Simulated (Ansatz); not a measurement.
## How much do the gradients of SiO2 depend on the method?

Cell: a Materials Project structure (computed, not necessarily an observed phase).

Space group Pnnm (No. 58); a = 4.9580, b = 8.7413, c = 8.6786 Å.

```csv
site,Wyckoff,site symmetry,x,y,z
Si,8h,1,0.9337,0.1741,0.1813
O9,4g,..m,0.0136,0.8013,0.0000
O10,4e,..2,0.5000,0.5000,0.2716
O13,8h,1,0.1232,0.2889,0.7216
```

One atom of each set is listed.

First run. All values are calculated (Ansatz; DFT, PBE, plane waves and PAW, scalar-relativistic, 420 eV cutoff, Γ-centred 5×3×3 k-points, Fermi–Dirac smearing 0.02 eV), not measured.

```csv
site,V_zz (10²¹ V/m²),η
Si,0.51,0.97
O9,9.65,0.13
O10,9.50,0.09
O13,9.18,0.22
```

Second run. The same atoms and settings, except that the functional is r2SCAN and the cutoff is 500 eV.

Q: What does the second run give?

A: 

```
site  V_zz     η  change of V_zz
  Si  0.49  0.98           -0.02
  O9  9.52  0.13           -0.13
 O10  9.38  0.09           -0.12
 O13  9.07  0.23           -0.11
```

The largest change of V_zz is on O9, from 9.65 to 9.52. In per cent, |V_zz| changes by -2 on Si, -1 on O (all sites that start above 0.5).

For the first run: The largest force is 0.3 eV/Å, so the atoms aren't at the calculated equilibrium and relaxing them would move these values.
